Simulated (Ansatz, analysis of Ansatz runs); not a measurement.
# A hop of Cu in LaOF (R-3m), charge +1

Aim: the barrier of one jump in LaOF (R-3m) at charge +1: Cu_i hop between interstitial places. The model is a cell of 36 host atoms with 1 Cu put in; Cu is the atom that moves.

Calculated with Ansatz 0.2.0; plane-wave PAW DFT, PBEsol; nudged elastic band between two relaxed defect structures at fixed charge in a uniform background.

### 1. The starting structure

The cell holds 37 atoms: 12 La, 12 O, 12 F and 1 Cu. Its edges and angles: a = 8.026 Å, b = 12.040 Å, c = 7.079 Å, α = 73.5°, β = 73.5°, γ = 60.0°. It derives from LaOF (space group R-3m). Nearest the centre at fractional (0.125, 0.750, 0.750): O15 at 1.41 Å, F17 at 1.48 Å, La8 at 2.01 Å, La32 at 2.01 Å, Cu37 at 2.03 Å, F12 at 3.15 Å, F36 at 3.15 Å, O9 at 3.17 Å. The cell carries charge +1.

The cell's shortest repeat is 7.1 Å.

### 2. Relaxation of the start point, charge +1

A barrier is counted from a minimum, so both ends are relaxed first. Small random displacements break the symmetry of the ideal sites, so that the defect can distort if it gains by it. The charge of +1 is set by the electron count, and a uniform background keeps the cell neutral.

The input, qp1.start/input.yaml:

```yaml
crystal:
  lattice:
    - [-4.01323028, 6.95111875, 0.0]
    - [-12.03969085, 0.0, 0.0]
    - [-2.00661514, 1.15851979, 6.68937332]
  atoms:
    - { symbol: La, position: [0.12912111, 0.08608074, 0.22527337] }
    - { symbol: La, position: [0.37087889, 0.2472526, 0.77472663] }
    - { symbol: O, position: [0.1884472, 0.12563147, 0.86931681] }
    - { symbol: O, position: [0.3115528, 0.20770187, 0.13068319] }
    - { symbol: F, position: [0.06449263, 0.04299509, 0.6130442] }
    - { symbol: F, position: [0.43550737, 0.29033824, 0.3869558] }
    - { symbol: La, position: [0.12912111, 0.41941407, 0.22527337] }
    - { symbol: La, position: [0.37087889, 0.58058593, 0.77472663] }
    - { symbol: O, position: [0.1884472, 0.4589648, 0.86931681] }
    - { symbol: O, position: [0.3115528, 0.5410352, 0.13068319] }
    - { symbol: F, position: [0.06449263, 0.37632842, 0.6130442] }
    - { symbol: F, position: [0.43550737, 0.62367158, 0.3869558] }
    - { symbol: La, position: [0.12912111, 0.7527474, 0.22527337] }
    - { symbol: La, position: [0.37087889, 0.91391926, 0.77472663] }
    - { symbol: O, position: [0.1884472, 0.79229813, 0.86931681] }
    - { symbol: O, position: [0.3115528, 0.87436853, 0.13068319] }
    - { symbol: F, position: [0.06449263, 0.70966176, 0.6130442] }
    - { symbol: F, position: [0.43550737, 0.95700491, 0.3869558] }
    - { symbol: La, position: [0.62912111, 0.08608074, 0.22527337] }
    - { symbol: La, position: [0.87087889, 0.2472526, 0.77472663] }
    - { symbol: O, position: [0.6884472, 0.12563147, 0.86931681] }
    - { symbol: O, position: [0.8115528, 0.20770187, 0.13068319] }
    - { symbol: F, position: [0.56449263, 0.04299509, 0.6130442] }
    - { symbol: F, position: [0.93550737, 0.29033824, 0.3869558] }
    - { symbol: La, position: [0.62912111, 0.41941407, 0.22527337] }
    - { symbol: La, position: [0.87087889, 0.58058593, 0.77472663] }
    - { symbol: O, position: [0.6884472, 0.4589648, 0.86931681] }
    - { symbol: O, position: [0.8115528, 0.5410352, 0.13068319] }
    - { symbol: F, position: [0.56449263, 0.37632842, 0.6130442] }
    - { symbol: F, position: [0.93550737, 0.62367158, 0.3869558] }
    - { symbol: La, position: [0.62912111, 0.7527474, 0.22527337] }
    - { symbol: La, position: [0.87087889, 0.91391926, 0.77472663] }
    - { symbol: O, position: [0.6884472, 0.79229813, 0.86931681] }
    - { symbol: O, position: [0.8115528, 0.87436853, 0.13068319] }
    - { symbol: F, position: [0.56449263, 0.70966176, 0.6130442] }
    - { symbol: F, position: [0.93550737, 0.95700491, 0.3869558] }
    - { symbol: Cu, position: [1.0, 0.666667, 0.0] }
total_charge: 1
basis:
  ecutwfc: 420
  xc_grid: 2
hamiltonian:
  xc: pbesol
kpoints:
  mp_grid: { grid: [1, 1, 1], shift: [0.25, 0.25, 0.25] }
scf:
  occupations: { method: fixed }
  max_iter: 120
output:
  forces: true
relax:
  f_tol: 0.02
  max_steps: 70
  random_displacement: { amplitude: 0.03, seed: 2314 }
```

Command:

```bash
ansatz run input.yaml --threads 4 --pin off --max-ram 7536MiB --backend cpu --events-out ev --progress --plain --runs-dir out
```

Numbers of over 12 decimals in the logs are rounded to 6 here.

Output:

```text
[... repeated set-up lines and file paths are left out, and long positions are rounded to six places ...]
The last accepted step is kept in <dir> (removed where the run ends without a failure and the disk answers)
Engine: ansatz 0.2.0, x86_64-unknown-linux-gnu
Pseudopotentials: kind: paw
Pseudopotential: La, paw, valence charge 11, recommended cutoff 420 eV (normal), La.paw.azcp
Pseudopotential: O, paw, valence charge 6, recommended cutoff 420 eV (normal), O.paw.azcp
Pseudopotential: F, paw, valence charge 7, recommended cutoff 420 eV (normal), F.paw.azcp
Pseudopotential: Cu, paw, valence charge 19, recommended cutoff 420 eV (normal), Cu.paw.azcp
Functional definition: PBEsol
  exchange = pbesol_x
  correlation = pbesol_c
Crystal: 37 atoms, lattice volume = 559.829 Å³
Basis set: ecut = 420 eV, 10937 PW (Γ), exchange–correlation on 108×162×96 points (8 copies of the dense FFT grid, shifted against one another)
Bands: 190, of which v1, the nominal top of the filled ones, is band 153 counted from 1 (152 counted from 0)
Symmetry: 1 space group operations
k-points: 1
Non-local potential: La, projectors of the file, l = 0: 3, l = 1: 2, l = 2: 2, l = 3: 3
Non-local potential: O, projectors of the file, l = 0: 2, l = 1: 2, l = 2: 1
Non-local potential: F, projectors of the file, l = 0: 2, l = 1: 2, l = 2: 1
Non-local potential: Cu, projectors of the file, l = 0: 3, l = 1: 2, l = 2: 3, l = 3: 1
PAW form: soft (Blöchl's): semilocal exchange-correlation on the pseudo side does not see the compensation charge
PAW frozen core: La, regenerated for the run's functional, and the local potential with it (the file was generated under x = pbe(κ = 0.804, μ = 0.219515), c = pbe(β = 0.066725))
PAW frozen core: O, regenerated for the run's functional, and the local potential with it (the file was generated under x = pbe(κ = 0.804, μ = 0.219515), c = pbe(β = 0.066725))
PAW frozen core: F, regenerated for the run's functional, and the local potential with it (the file was generated under x = pbe(κ = 0.804, μ = 0.219515), c = pbe(β = 0.066725))
PAW frozen core: Cu, regenerated for the run's functional, and the local potential with it (the file was generated under x = pbe(κ = 0.804, μ = 0.219515), c = pbe(β = 0.066725))
PAW one-centre angular grid: La, 590 points (default); XC on 64 Gauss nodes
PAW one-centre angular grid: O, 110 points (default); XC on 64 Gauss nodes
PAW one-centre angular grid: F, 110 points (default); XC on 64 Gauss nodes
PAW one-centre angular grid: Cu, 590 points (default); XC on 64 Gauss nodes
Initial density: superposition of atomic densities (neutral atoms scaled as one to the charged cell's electrons: chi_scale 0, normalization atom), corrected by the library's trained network
Initial wavefunctions: pseudopotential atomic-orbital guess
Functional: x = pbesol(κ = 0.804, μ = 0.123457), c = pbesol(β = 0.046)
SCF iter   1: F=—  HF=-96942.228802 eV  |F-HF|=—  |Δ(HF+E_count)|=         —  Δρ=1.30e-2  dr2=7.69e-1  ethr=1.77e-3  ⟨swp⟩=5.0  Hψ=604  notcnv=0  defer=33
preconditioner: auto → Resta (q_TF=auto, 2.467 Å⁻¹)  ε∞=5.0  [insulator: Δε(μ)=2.358 eV  Ē_g=13.069 eV  n_scr=144 (ndim 8)  ℏωp=26.0 eV  f_vac=0.069  ε∞_Penn≈5.0]
SCF iter   2: F=—  HF=-96942.110205 eV  |F-HF|=—  |Δ(HF+E_count)|=   1.19e-1  Δρ=5.92e-3  dr2=1.24e-1  ethr=2.51e-4  ⟨swp⟩=3.0  Hψ=365  notcnv=0  defer=35
SCF iter   3: F=—  HF=-96942.072819 eV  |F-HF|=—  |Δ(HF+E_count)|=   3.74e-2  Δρ=2.55e-3  dr2=2.10e-2  ethr=4.04e-5  ⟨swp⟩=3.0  Hψ=315  notcnv=0  defer=35
SCF iter   4: F=—  HF=-96942.071259 eV  |F-HF|=—  |Δ(HF+E_count)|=   1.56e-3  Δρ=8.80e-4  dr2=4.44e-3  ethr=6.88e-6  ⟨swp⟩=2.0  Hψ=359  notcnv=0  defer=35
SCF iter   5: F=—  HF=-96942.072521 eV  |F-HF|=—  |Δ(HF+E_count)|=   1.26e-3  Δρ=4.77e-4  dr2=1.35e-3  ethr=1.45e-6  ⟨swp⟩=2.0  Hψ=313  notcnv=0  defer=35
SCF iter   6: F=—  HF=-96942.072708 eV  |F-HF|=—  |Δ(HF+E_count)|=   1.88e-4  Δρ=3.09e-4  dr2=3.68e-4  ethr=4.41e-7  ⟨swp⟩=2.0  Hψ=313  notcnv=0  defer=35
SCF iter   7: F=—  HF=-96942.072620 eV  |F-HF|=—  |Δ(HF+E_count)|=   8.83e-5  Δρ=7.15e-5  dr2=1.87e-5  ethr=1.20e-7  ⟨swp⟩=2.0  Hψ=295  notcnv=0  defer=35
SCF iter   8: F=—  HF=-96942.072637 eV  |F-HF|=—  |Δ(HF+E_count)|=   1.73e-5  Δρ=4.87e-5  dr2=1.15e-5  ethr=3.27e-9  ⟨swp⟩=5.0  Hψ=654  notcnv=0
SCF iter   9: F=-96942.072636 eV  HF=-96942.072637 eV  |F-HF|=5.67e-7  |Δ(HF+E_count)|=   6.26e-7  Δρ=1.73e-5  dr2=1.51e-6  ethr=3.27e-9  ⟨swp⟩=4.0  Hψ=653  notcnv=0
SCF 1 converged in 9 iterations: F = -96942.072636 eV  dr2 = 1.51e-6
  greatest PAW one-centre occupation: 1.000 electrons in one spin orbital (limit 2), on the Cu atom at site 36 (counted from 0), in its partial waves of l = 0
relax step   1: F+E_penalty+E_count = -96942.07263629 eV  Δ(F+E_penalty+E_count) = +0.000e0 eV  max|allowed force component| = 1.968e0 eV/Å  Δτ_max = 0.0000 Å  (9 SCF iters, dr2 threshold 1.00e-5 eV, accepted)
[... the SCF cycles and remarks between the steps are left out from here to the last step ...]
relax step   2: F+E_penalty+E_count = -96942.31842549 eV  Δ(F+E_penalty+E_count) = -2.458e-1 eV  max|allowed force component| = 1.619e0 eV/Å  Δτ_max = 0.1948 Å  (8 SCF iters, dr2 threshold 1.00e-4 eV, accepted)
relax step   3: F+E_penalty+E_count = -96942.85089278 eV  Δ(F+E_penalty+E_count) = -5.325e-1 eV  max|allowed force component| = 3.123e-1 eV/Å  Δτ_max = 0.1434 Å  (8 SCF iters, dr2 threshold 1.00e-4 eV, accepted)
relax step   4: F+E_penalty+E_count = -96942.90604649 eV  Δ(F+E_penalty+E_count) = -5.515e-2 eV  max|allowed force component| = 1.886e-1 eV/Å  Δτ_max = 0.1542 Å  (8 SCF iters, dr2 threshold 6.09e-6 eV, accepted)
relax step   5: F+E_penalty+E_count = -96942.92339736 eV  Δ(F+E_penalty+E_count) = -1.735e-2 eV  max|allowed force component| = 9.179e-2 eV/Å  Δτ_max = 0.0802 Å  (8 SCF iters, dr2 threshold 2.22e-6 eV, accepted)
relax step   6: F+E_penalty+E_count = -96942.93109180 eV  Δ(F+E_penalty+E_count) = -7.694e-3 eV  max|allowed force component| = 3.775e-2 eV/Å  Δτ_max = 0.0621 Å  (7 SCF iters, dr2 threshold 2.00e-6 eV, accepted)
SCF iter   1: F=—  HF=-96942.934984 eV  |F-HF|=—  |Δ(HF+E_count)|=         —  Δρ=1.43e-3  dr2=9.00e-3  ethr=2.66e-5  ⟨swp⟩=4.0  Hψ=369  notcnv=0  defer=35
SCF iter   2: F=—  HF=-96942.932763 eV  |F-HF|=—  |Δ(HF+E_count)|=   2.22e-3  Δρ=7.52e-4  dr2=2.26e-3  ethr=2.94e-6  ⟨swp⟩=3.0  Hψ=360  notcnv=0  defer=35
SCF iter   3: F=—  HF=-96942.932510 eV  |F-HF|=—  |Δ(HF+E_count)|=   2.54e-4  Δρ=7.76e-4  dr2=2.17e-3  ethr=7.38e-7  ⟨swp⟩=3.0  Hψ=315  notcnv=0  defer=35
SCF iter   4: F=—  HF=-96942.931987 eV  |F-HF|=—  |Δ(HF+E_count)|=   5.23e-4  Δρ=1.26e-4  dr2=6.32e-5  ethr=7.09e-7  ⟨swp⟩=2.0  Hψ=313  notcnv=0  defer=35
SCF iter   5: F=—  HF=-96942.932412 eV  |F-HF|=—  |Δ(HF+E_count)|=   4.26e-4  Δρ=4.65e-5  dr2=9.96e-6  ethr=2.07e-8  ⟨swp⟩=2.0  Hψ=312  notcnv=0  defer=31
SCF iter   6: F=—  HF=-96942.932414 eV  |F-HF|=—  |Δ(HF+E_count)|=   1.70e-6  Δρ=1.25e-5  dr2=9.41e-7  ethr=3.25e-9  ⟨swp⟩=2.0  Hψ=312  notcnv=0  defer=31
SCF iter   7: F=—  HF=-96942.932414 eV  |F-HF|=—  |Δ(HF+E_count)|=   1.27e-7  Δρ=9.30e-6  dr2=4.00e-7  ethr=3.07e-10  ⟨swp⟩=2.0  Hψ=312  notcnv=0  defer=31
SCF iter   8: F=-96942.932414 eV  HF=-96942.932414 eV  |F-HF|=1.76e-9  |Δ(HF+E_count)|=   3.92e-8  Δρ=3.13e-6  dr2=4.68e-8  ethr=3.27e-11  ⟨swp⟩=3.0  Hψ=760  notcnv=0
SCF 7 converged in 8 iterations: F = -96942.932414 eV  dr2 = 4.68e-8
relax step   7: F+E_penalty+E_count = -96942.93241418 eV  Δ(F+E_penalty+E_count) = -1.322e-3 eV  max|allowed force component| = 1.671e-2 eV/Å  Δτ_max = 0.0328 Å  (8 SCF iters, accepted)
SCF converged after 8 iterations
Free energy (F): -96942.932414 eV
Harris-Foulkes:  -96942.932414 eV  (|F-HF|=1.76e-9)
Internal energy: -96942.932414 eV  (E = F + TS)
E sigma→0 (E₀):  -96942.932414 eV
Fermi energy:    9.747931 eV
--- Per-component energies (eV) ---
  E_band       = -824.704025
  E_kinetic    = 7189.034269
  E_local      = -21191.976508  (includes V_loc(G=0)·N_el)
  E_nonlocal   = 3045.400361
  E_hartree    = 8424.124445
  E_xc         = -3576.484014
  E_vxc        = -4233.506997  (∫ρ·V_xc dr)
  E_paw        = -69742.363264  (= ΣΔE_a)
  E_vpaw       = -2481.973063  (= ΣTr[D̂ρ^β])
  E_aug_tail   = 0.053388  (compensation charges beyond the density's cutoff)
  E_ewald      = -21093.894174
  E_core_change = 3.173082  (= ΣΔE_core)
  E_smearing   = -0.000000  (= −TS)
  E_closure    = -0.000000  (closes the sum)
  E_deformation_potential = 19.411753  (in the stress; not in F)
  Σ components = -96942.932414   (vs F -96942.932414, Δ=0.00e0)
--- Forces (eV/Å), atoms counted from 1 ---
  atom   1  La     0.00292519     0.00336710     0.00079940
  atom   2  La    -0.00500068    -0.00254837    -0.00222422
  atom   3  O      0.00232449     0.00221708    -0.00101982
  atom   4  O      0.00431340     0.00290681     0.00115275
  atom   5  F     -0.00317160    -0.00098852    -0.00243248
  atom   6  F      0.00220697     0.00339198     0.00084462
  atom   7  La    -0.00234145     0.00056668    -0.00033743
  atom   8  La    -0.00091135     0.00401118    -0.01428953
  atom   9  O      0.00706394     0.00516894    -0.00069577
  atom  10  O      0.00531088     0.00053306     0.01355229
  atom  11  F      0.00432598     0.00179720     0.00023284
  atom  12  F      0.00007459     0.00004442    -0.00207916
  atom  13  La    -0.00156053     0.00334994     0.01022045
  atom  14  La     0.00370218     0.00745507     0.00454317
  atom  15  O     -0.00175055    -0.00030975     0.00646393
  atom  16  O     -0.00394896    -0.00929852    -0.00118770
  atom  17  F     -0.00043476     0.00112835    -0.01671444
  atom  18  F     -0.00262173    -0.00098620     0.00153614
  atom  19  La     0.00292023     0.00388028     0.00154328
  atom  20  La    -0.00260141    -0.00563816    -0.00127341
  atom  21  O     -0.00306244    -0.00296051     0.00166714
  atom  22  O      0.00263920    -0.00059572    -0.00001652
  atom  23  F     -0.00193960    -0.00199575    -0.00236561
  atom  24  F      0.00177223    -0.00105244    -0.00010937
  atom  25  La    -0.00590208    -0.00001410    -0.00068184
  atom  26  La    -0.00127707    -0.00301553    -0.00761949
  atom  27  O      0.00279988     0.00813347     0.00043264
  atom  28  O     -0.00242607    -0.00043658     0.00427459
  atom  29  F      0.00168937     0.00038571    -0.00056149
  atom  30  F     -0.00017105    -0.00307757     0.00825454
  atom  31  La     0.00212312    -0.00612915     0.00280071
  atom  32  La     0.00427980    -0.00209178    -0.00671781
  atom  33  O     -0.00371150     0.00550999    -0.00131229
  atom  34  O     -0.00274858    -0.00685963     0.00646099
  atom  35  F     -0.00066284    -0.00048950     0.00083915
  atom  36  F     -0.00205193    -0.00037487     0.00011531
  atom  37  Cu    -0.00218439    -0.00505330    -0.00415052
  max |Σ_I F_I| component: 6.87e-5 eV/Å
--- Relaxed structure (7 steps of the walk, 7 accepted, 0 SCFs on fresh bases) ---
  F+E_penalty+E_count = -96942.93241418 eV   max|allowed force component| = 1.671e-2 eV/Å
  atoms:
    - { symbol: La, position: [0.126747, 0.087647, 0.224913] }
    - { symbol: La, position: [0.368238, 0.249062, 0.776865] }
    - { symbol: O, position: [0.188308, 0.125460, 0.870114] }
    - { symbol: O, position: [0.309424, 0.209817, 0.129518] }
    - { symbol: F, position: [0.064944, 0.041339, 0.616255] }
    - { symbol: F, position: [0.437178, 0.289961, 0.387568] }
    - { symbol: La, position: [0.130149, 0.411486, 0.240477] }
    - { symbol: La, position: [0.393653, 0.575795, 0.755969] }
    - { symbol: O, position: [0.179595, 0.473281, 0.872478] }
    - { symbol: O, position: [0.304185, 0.543617, 0.132837] }
    - { symbol: F, position: [0.066202, 0.375061, 0.617932] }
    - { symbol: F, position: [0.440175, 0.622787, 0.383757] }
    - { symbol: La, position: [0.128926, 0.756473, 0.237927] }
    - { symbol: La, position: [0.367343, 0.914911, 0.775007] }
    - { symbol: O, position: [0.177271, 0.783494, 0.871599] }
    - { symbol: O, position: [0.308636, 0.875816, 0.128006] }
    - { symbol: F, position: [0.063991, 0.712683, 0.604359] }
    - { symbol: F, position: [0.432551, 0.959113, 0.385615] }
    - { symbol: La, position: [0.627814, 0.086060, 0.225532] }
    - { symbol: La, position: [0.872745, 0.244568, 0.776244] }
    - { symbol: O, position: [0.684085, 0.126915, 0.870675] }
    - { symbol: O, position: [0.809725, 0.209017, 0.129866] }
    - { symbol: F, position: [0.556130, 0.045654, 0.615113] }
    - { symbol: F, position: [0.932083, 0.290566, 0.388365] }
    - { symbol: La, position: [0.628447, 0.419976, 0.222347] }
    - { symbol: La, position: [0.867800, 0.582422, 0.767308] }
    - { symbol: O, position: [0.691604, 0.458100, 0.868121] }
    - { symbol: O, position: [0.815769, 0.544649, 0.129555] }
    - { symbol: F, position: [0.565370, 0.374451, 0.611571] }
    - { symbol: F, position: [0.932280, 0.623136, 0.391353] }
    - { symbol: La, position: [0.624964, 0.755693, 0.225672] }
    - { symbol: La, position: [0.862514, 0.920837, 0.767847] }
    - { symbol: O, position: [0.687512, 0.793473, 0.866704] }
    - { symbol: O, position: [0.814192, 0.870850, 0.130310] }
    - { symbol: F, position: [0.561049, 0.713442, 0.611616] }
    - { symbol: F, position: [0.930301, 0.961621, 0.386356] }
    - { symbol: Cu, position: [1.046177, 0.653230, -0.009807] }
```

Elapsed: 51 s, on 4 threads of Intel Xeon Platinum 8259CL at 2.50GHz (Skylake/Cascade Lake), shared host; peak memory 1 GiB; 2.9 min of CPU time.

Step by step:

```csv
step,energy less that of the first step (eV),largest force component (eV/Å)
1,0.0000,1.9679
2,-0.2458,1.6188
3,-0.7783,0.3123
4,-0.8334,0.1886
5,-0.8508,0.0918
6,-0.8585,0.0378
7,-0.8598,0.0167
```

The atoms that moved most (Å, from the sites as typed, ahead of the random displacement, the mean shift of all atoms taken out):

```csv
atom,dx,dy,dz,length
Cu37,0.000,0.310,-0.063,0.317
La8,0.008,0.137,-0.123,0.185
O15,0.150,-0.074,0.018,0.169
O9,-0.139,-0.057,0.024,0.152
La7,0.065,0.026,0.104,0.125
La13,-0.065,0.014,0.087,0.110
La32,-0.032,-0.065,-0.043,0.085
O28,-0.054,0.029,-0.005,0.061
```

The relaxed structure:

```xyz
37
Lattice="-4.0132 6.9511 0.0000 -12.0397 0.0000 0.0000 -2.0066 1.1585 6.6894" Properties=species:S:1:pos:R:3 pbc="T T T"
La   -2.0152    1.1416    1.5045
La   -6.0353    3.4597    5.1967
O    -4.0122    2.3170    5.8205
O    -4.0278    2.3009    0.8664
F    -1.9949    1.1654    4.1224
F    -6.0232    3.4879    2.5926
La   -5.9590    1.1833    1.6086
La  -10.0292    3.6121    5.0570
O    -8.1696    2.2592    5.8363
O    -8.0323    2.2683    0.8886
F    -6.0213    1.1761    4.1336
F   -10.0347    3.5043    2.5671
La  -10.1025    1.1718    1.5916
La  -14.0446    3.4513    5.1843
O   -11.8934    2.2420    5.8304
O   -12.0400    2.2937    0.8563
F   -10.0500    1.1450    4.0428
F   -14.0571    3.4535    2.5795
La   -4.0083    4.6253    1.5087
La   -8.0047    6.9658    5.1926
O    -6.0205    5.7639    5.8243
O    -6.0267    5.7789    0.8687
F    -4.0158    4.5783    4.1147
F    -8.0183    6.9290    2.5979
La   -8.0246    4.6260    1.4874
La  -12.0346    6.9211    5.1328
O   -10.0329    5.8132    5.8072
O   -10.0912    5.8206    0.8666
F    -8.0044    4.6385    4.0910
F   -12.0291    6.9338    2.6179
La  -12.0593    4.6056    1.5096
La  -16.0888    6.8850    5.1364
O   -14.0515    5.7831    5.7977
O   -14.0138    5.8105    0.8717
F   -12.0685    4.6085    4.0913
F   -16.0864    6.9142    2.5845
Cu  -12.0436    7.2607   -0.0656
```

Neighbours of Cu37 at the end:

```csv
atom,distance (Å)
O15,2.162
O9,2.175
O10,2.179
O28,2.599
F17,2.601
O34,2.620
La8,2.655
F30,2.703
O33,2.763
```

Numbers from this step:

```
free energy                                                                                       : -96942.9324 eV
r.m.s. move of the farther half of the atoms                                                      : 0.04025 Å
largest move from the ideal geometry of this structure, a common shift of the far atoms taken out : 0.3274 Å
```

The relaxation gained 0.860 eV and ended with a largest force component of 0.017 eV/Å.

[end of part 1 of 4]

[Logs are printed without paths, hosts, clocks, repeated set-up lines and the standing remarks that a program may print on its own settings, such as how far it seeks lower states.]

[Hosts, paths, dates, database ids (printed as entryN), source tags and the programs' standing remarks are cut or masked in the printed files.]
